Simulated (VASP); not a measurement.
Input of a VASP 6.6.1 run:

The input INCAR:

```
SYSTEM = SiC
ALGO     = Fast           ! electronic algorithm
EDIFF    = 1E-6           ! SCF threshold, eV
ENCUT    = 520            ! plane-wave cutoff, eV
GGA      = PE             ! functional
ISIF     = 2              ! what is computed and relaxed
ISMEAR   = 0              ! smearing method
LASPH    = .True.         ! aspherical terms in the spheres
LCHARG   = .True.         ! write CHGCAR
LELF     = .True.         ! ELF
LREAL    = .False.        ! projectors in reciprocal space
LVHAR    = .True.       
LWAVE    = .False.        ! write WAVECAR
NBANDS   = 11             ! bands
NELM     = 80             ! most SCF steps
PREC     = Accurate       ! precision mode
SIGMA    = 0.05           ! smearing width, eV
```

Contents of KPOINTS:

```
k-points
0
Gamma
  18 18 18
  0 0 0
```

POSCAR

```
SiC
1.0
    0.0000000000      2.0160391274      2.0160391274
    2.0160391274      0.0000000000      2.0160391274
    2.0160391274      2.0160391274      0.0000000000
C Si
1 1
Direct
    0.0000000000      0.0000000000      0.0000000000
    0.5000000000      0.5000000000      0.5000000000
```

Potentials or basis: VASP PAW PBE potentials, release 64 (C, Si).

Run with:

```console
$ cat potpaw_PBE.64/C/POTCAR potpaw_PBE.64/Si/POTCAR > POTCAR
$ mpirun -np 1 vasp_std > vasp.out
```

Problem. What does it give for the band gap on the k mesh?

Solution. None (metal or under the smearing width).

Problem. Estimate the pressure.

Solution. 4.9 GPa.
